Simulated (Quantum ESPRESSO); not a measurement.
Write the native input for Quantum ESPRESSO 7.5 that does the following.

| Property | Result |
| --- | --- |
| Task | phonon dispersion |
| Functional | PBEsol |
| Potentials or basis | PseudoDojo 0.4.1 SR PBEsol standard |
| Cutoff | 1143 eV |
| Density cutoff | 4572 eV |
| k mesh | 10 × 10 × 10 |
| Occupations | cold, width 0.2 eV |
| Spin | no spin polarisation |
| Mixing beta | 0.5 |
| Most SCF iterations | 120 |
| SCF threshold | 2e-10 Ry |
| q mesh | 2 × 2 × 2 |

The system is Ti.

```
CELL_PARAMETERS angstrom
-1.64100 1.64100 1.64100
1.64100 -1.64100 1.64100
1.64100 1.64100 -1.64100
ATOMIC_POSITIONS crystal
Ti 0.00000 0.00000 0.00000
```

This isn't the form of Ti at room conditions, which is hcp.

One way to write it, as run:

pw.in

```
&CONTROL
  calculation = 'scf'
  prefix = 'pwscf'
  outdir = './tmp'
  pseudo_dir = './pseudo'
  tprnfor = .true.
  tstress = .true.
  disk_io = 'low'
/
&SYSTEM
  ibrav = 0
  nat = 1
  ntyp = 1
  ecutwfc = 84
  nbnd = 12
  occupations = 'smearing'
  smearing = 'mv'
  degauss = 0.01469973
/
&ELECTRONS
  conv_thr = 2d-10
  electron_maxstep = 120
  mixing_beta = 0.5
/
ATOMIC_SPECIES
Ti    47.8670 Ti.upf
CELL_PARAMETERS angstrom
  -1.6410000000    1.6410000000    1.6410000000
   1.6410000000   -1.6410000000    1.6410000000
   1.6410000000    1.6410000000   -1.6410000000
ATOMIC_POSITIONS crystal
Ti     0.0000000000    0.0000000000    0.0000000000
K_POINTS automatic
10 10 10 0 0 0
```

relax.in

```
&CONTROL
  calculation = 'vc-relax'
  prefix = 'pwscf'
  outdir = './tmp'
  pseudo_dir = './pseudo'
  tprnfor = .true.
  tstress = .true.
  disk_io = 'low'
  nstep = 40
  forc_conv_thr = 0.0001
  etot_conv_thr = 1d-06
/
&SYSTEM
  ibrav = 0
  nat = 1
  ntyp = 1
  ecutwfc = 84
  nbnd = 12
  occupations = 'smearing'
  smearing = 'mv'
  degauss = 0.01469973
/
&ELECTRONS
  conv_thr = 2d-10
  electron_maxstep = 120
  mixing_beta = 0.5
/
&IONS
  ion_dynamics = 'bfgs'
/
&CELL
  cell_dynamics = 'bfgs'
  press = 0
  press_conv_thr = 0.2
/
ATOMIC_SPECIES
Ti    47.8670 Ti.upf
CELL_PARAMETERS angstrom
  -1.6410000000    1.6410000000    1.6410000000
   1.6410000000   -1.6410000000    1.6410000000
   1.6410000000    1.6410000000   -1.6410000000
ATOMIC_POSITIONS crystal
Ti     0.0000000000    0.0000000000    0.0000000000
K_POINTS automatic
10 10 10 0 0 0
```

scf2.in

```
&CONTROL
  calculation = 'scf'
  prefix = 'pwscf'
  outdir = './tmp'
  pseudo_dir = './pseudo'
  tprnfor = .true.
  tstress = .true.
  disk_io = 'low'
/
&SYSTEM
  ibrav = 0
  nat = 1
  ntyp = 1
  ecutwfc = 84
  nbnd = 12
  occupations = 'smearing'
  smearing = 'mv'
  degauss = 0.01469973
/
&ELECTRONS
  conv_thr = 1d-13
  electron_maxstep = 120
  mixing_beta = 0.5
  startingpot = 'file'
  startingwfc = 'file'
/
ATOMIC_SPECIES
Ti    47.8670 Ti.upf
CELL_PARAMETERS angstrom
  -1.6044573991    1.6044573991    1.6044573991
   1.6044573991   -1.6044573991    1.6044573991
   1.6044573991    1.6044573991   -1.6044573991
ATOMIC_POSITIONS crystal
Ti     0.0000000000    0.0000000000    0.0000000000
K_POINTS automatic
10 10 10 0 0 0
```

ph.in

```
phonon_bands of Ti
&INPUTPH
  prefix = 'pwscf'
  outdir = './tmp'
  tr2_ph = 1d-18
  fildyn = 'dyn'
  niter_ph = 90
  alpha_mix(1) = 0.4
  ldisp = .true.
  nq1 = 2
  nq2 = 2
  nq3 = 2
/
```

q2r.in

```
&INPUT
  fildyn = 'dyn'
  zasr = 'crystal'
  flfrc = 'fc'
/
```

matdyn.in

```
&INPUT
  asr = 'crystal'
  flfrc = 'fc'
  flfrq = 'freq'
  q_in_cryst_coord = .true.
  flvec = ' '
/
80
 0.0000000000  0.0000000000  0.0000000000
 0.0312500000 -0.0312500000  0.0312500000
 0.0625000000 -0.0625000000  0.0625000000
 0.0937500000 -0.0937500000  0.0937500000
 0.1250000000 -0.1250000000  0.1250000000
 0.1562500000 -0.1562500000  0.1562500000
 0.1875000000 -0.1875000000  0.1875000000
 0.2187500000 -0.2187500000  0.2187500000
 0.2500000000 -0.2500000000  0.2500000000
 0.2812500000 -0.2812500000  0.2812500000
 0.3125000000 -0.3125000000  0.3125000000
 0.3437500000 -0.3437500000  0.3437500000
 0.3750000000 -0.3750000000  0.3750000000
 0.4062500000 -0.4062500000  0.4062500000
 0.4375000000 -0.4375000000  0.4375000000
 0.4687500000 -0.4687500000  0.4687500000
 0.5000000000 -0.5000000000  0.5000000000
 0.4545454545 -0.4545454545  0.5000000000
 0.4090909091 -0.4090909091  0.5000000000
 0.3636363636 -0.3636363636  0.5000000000
 0.3181818182 -0.3181818182  0.5000000000
 0.2727272727 -0.2727272727  0.5000000000
 0.2272727273 -0.2272727273  0.5000000000
 0.1818181818 -0.1818181818  0.5000000000
 0.1363636364 -0.1363636364  0.5000000000
 0.0909090909 -0.0909090909  0.5000000000
 0.0454545455 -0.0454545455  0.5000000000
 0.0000000000  0.0000000000  0.5000000000
 0.0000000000  0.0000000000  0.4583333333
 0.0000000000  0.0000000000  0.4166666667
 0.0000000000  0.0000000000  0.3750000000
 0.0000000000  0.0000000000  0.3333333333
 0.0000000000  0.0000000000  0.2916666667
 0.0000000000  0.0000000000  0.2500000000
 0.0000000000  0.0000000000  0.2083333333
 0.0000000000  0.0000000000  0.1666666667
 0.0000000000  0.0000000000  0.1250000000
 0.0000000000  0.0000000000  0.0833333333
 0.0000000000  0.0000000000  0.0416666667
 0.0000000000  0.0000000000  0.0000000000
 0.0166666667  0.0166666667  0.0166666667
 0.0333333333  0.0333333333  0.0333333333
 0.0500000000  0.0500000000  0.0500000000
 0.0666666667  0.0666666667  0.0666666667
 0.0833333333  0.0833333333  0.0833333333
 0.1000000000  0.1000000000  0.1000000000
 0.1166666667  0.1166666667  0.1166666667
 0.1333333333  0.1333333333  0.1333333333
 0.1500000000  0.1500000000  0.1500000000
 0.1666666667  0.1666666667  0.1666666667
 0.1833333333  0.1833333333  0.1833333333
 0.2000000000  0.2000000000  0.2000000000
 0.2166666667  0.2166666667  0.2166666667
 0.2333333333  0.2333333333  0.2333333333
 0.2500000000  0.2500000000  0.2500000000
 0.2666666667  0.2000000000  0.2666666667
 0.2833333333  0.1500000000  0.2833333333
 0.3000000000  0.1000000000  0.3000000000
 0.3166666667  0.0500000000  0.3166666667
 0.3333333333  0.0000000000  0.3333333333
 0.3500000000 -0.0500000000  0.3500000000
 0.3666666667 -0.1000000000  0.3666666667
 0.3833333333 -0.1500000000  0.3833333333
 0.4000000000 -0.2000000000  0.4000000000
 0.4166666667 -0.2500000000  0.4166666667
 0.4333333333 -0.3000000000  0.4333333333
 0.4500000000 -0.3500000000  0.4500000000
 0.4666666667 -0.4000000000  0.4666666667
 0.4833333333 -0.4500000000  0.4833333333
 0.5000000000 -0.5000000000  0.5000000000
 0.2500000000  0.2500000000  0.2500000000
 0.2222222222  0.2222222222  0.2777777778
 0.1944444444  0.1944444444  0.3055555556
 0.1666666667  0.1666666667  0.3333333333
 0.1388888889  0.1388888889  0.3611111111
 0.1111111111  0.1111111111  0.3888888889
 0.0833333333  0.0833333333  0.4166666667
 0.0555555556  0.0555555556  0.4444444444
 0.0277777778  0.0277777778  0.4722222222
 0.0000000000  0.0000000000  0.5000000000
```

matdyn_dos.in

```
&INPUT
  asr = 'crystal'
  flfrc = 'fc'
  dos = .true.
  fldos = 'phdos'
  nk1 = 15
  nk2 = 15
  nk3 = 15
  deltaE = 1
  flvec = ' '
  flfrq = ' '
/
```

matdyn_mesh.in

```
&INPUT
  asr = 'crystal'
  flfrc = 'fc'
  flfrq = 'mesh'
  q_in_cryst_coord = .true.
  flvec = ' '
/
1000
 0.05000000  0.05000000  0.05000000
 0.05000000  0.05000000  0.15000000
 0.05000000  0.05000000  0.25000000
[... 997 further points of the even 10 x 10 x 10 mesh, shifted by half a step ...]
```

Potentials or basis: PseudoDojo 0.4.1 SR PBEsol standard.

Command:

```bash
$ OMP_NUM_THREADS=1 pw.x -in pw.in > pw.out
$ OMP_NUM_THREADS=1 pw.x -in relax.in > relax.out
$ OMP_NUM_THREADS=1 pw.x -in scf2.in > scf2.out
$ OMP_NUM_THREADS=1 ph.x -in ph.in > ph.out
$ OMP_NUM_THREADS=1 q2r.x -in q2r.in > q2r.out
$ OMP_NUM_THREADS=1 matdyn.x -in matdyn.in > matdyn.out
$ OMP_NUM_THREADS=1 matdyn.x -in matdyn_dos.in > matdyn_dos.out
$ OMP_NUM_THREADS=1 matdyn.x -in matdyn_mesh.in > matdyn_mesh.out
```

It gave:

```
Relaxed volume                         : 16.52 Å³/atom
Relaxed cell                           : a = 2.779 Å, b = 2.779 Å, c = 2.779 Å, α = 109.47°, β = 109.47°, γ = 109.47°
Space group after relaxing (to 0.05 Å) : Im-3m (No. 229)
Pressure after relaxing                : 0.0 GPa
Band gap on the k mesh                 : none (metal or under the smearing width)
Highest phonon frequency               : 223 cm⁻¹
Most unstable mode                     : 159i cm⁻¹
```

Caveat: the mesh is thin for the phonons of a metal; some modes are imaginary; the q mesh is small, so phonon branches between its points and thermal values are rough.

It took 5.5 min on 1 thread of Arm Neoverse V2 (shared host), peak memory 0.09 GiB.
